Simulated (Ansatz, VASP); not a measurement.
## One calculation of GaN, two programs

INCAR

```
SYSTEM = GaN
PREC     = Accurate       ! precision mode
ENCUT    = 520            ! plane-wave cutoff, eV
EDIFF    = 1E-7           ! SCF threshold, eV
ISMEAR   = 0              ! smearing method
SIGMA    = 0.05           ! smearing width, eV
LREAL    = .False.        ! projectors in reciprocal space
LASPH    = .True.         ! aspherical terms in the spheres
NELM     = 60             ! most SCF steps
ALGO     = Normal         ! electronic algorithm
ISIF     = 2              ! what is computed and relaxed
LWAVE    = .False.        ! write WAVECAR
LCHARG   = .False.        ! write CHGCAR
GGA      = PE             ! functional
NBANDS   = 16             ! bands
```

The input KPOINTS:

```
Automatic mesh
0
Gamma
  10 10 10
  0 0 0
```

POSCAR

```
GaN
1.0
    0.0000000000      2.0732205589      2.0732205589
    2.0732205589      0.0000000000      2.0732205589
    2.0732205589      2.0732205589      0.0000000000
Ga N
1 1
Direct
    0.0000000000      0.0000000000      0.0000000000
    0.7500000000      0.7500000000      0.7500000000
```

Input for Ansatz:

```yaml
crystal:
  lattice:
    - [0.0, 2.0732205589, 2.0732205589]
    - [2.0732205589, 0.0, 2.0732205589]
    - [2.0732205589, 2.0732205589, 0.0]
  atoms:
    - { symbol: Ga, position: [0.0, 0.0, 0.0] }
    - { symbol: "N", position: [0.75, 0.75, 0.75] }
basis:
  ecutwfc: 420
kpoints:
  mp_grid: { grid: [10, 10, 10] }
hamiltonian:
  xc: pbe
scf:
  occupations: { method: gaussian, width: 0.05 }
output:
  forces: true
  stress: true
  eigenvalues: true
```

Change from the starting cell: strain -0.080 along x and y, -0.080 along z, atoms carried along.

Alike in both runs: task single point; functional PBE; k mesh 10 × 10 × 10; occupations gaussian, width 0.05 eV; no spin polarisation.

|  | VASP | Ansatz |
| --- | --- | --- |
| version | VASP 6.6.1 | Ansatz 0.2.0 |
| potentials or method | VASP PAW PBE potentials, release 64 (Ga_d, N) | scalar-relativistic, plane waves, PAW |
| plane-wave cutoff (eV) | 520 | 420 |
| valence electrons in the cell | 18 | 18 |

VASP gave:

| Property | Result |
| --- | --- |
| gap on the k mesh at the Fermi level (eV) | 3.32 |
| least direct gap on the mesh (eV) | 3.32 |
| pressure (GPa) | 86.5 |

**Question.** What did Ansatz give for the same quantities?

**Answer.** gap on the k mesh at the Fermi level (eV): 3.29; least direct gap on the mesh (eV): 3.29; pressure (GPa): 87.2.

Caveats: the cell as given lies far from equilibrium; so large a pressure means that the cell lies far from this level's equilibrium, or that cutoff or potentials fall short (VASP). A k mesh can miss the band edges.
